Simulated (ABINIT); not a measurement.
Crystal: Hf.

```
Hf
1.0
     3.19670    0.00000    0.00000
    -1.59835    2.76842    0.00000
     0.00000    0.00000    5.05780
Hf
2
Cartesian
  1.5984 0.9228 3.7934
  0.0000 1.8456 1.2645
```

Base run:

* Program: ABINIT 10.8.3 (patched build)
* Functional: PBE
* Potentials or basis: JTH PAW PBE v2.0
* Cutoff: 517 eV
* k mesh: 10 × 10 × 5
* Occupations: fermi-dirac, width 0.05 eV
* Spin: no spin polarisation

Its results: band gap on the k mesh none (metal or under the smearing width); pressure 0.5 GPa.

Question: The run is repeated on the same cell with these changes: k mesh from 10 × 10 × 5 to 6 × 6 × 3. What comes out?

Answer: Band gap on the k mesh none (metal or under the smearing width); pressure 1.3 GPa.

Caveats: some runs use coarse meshes.

Not every run made on this cell is shown here.
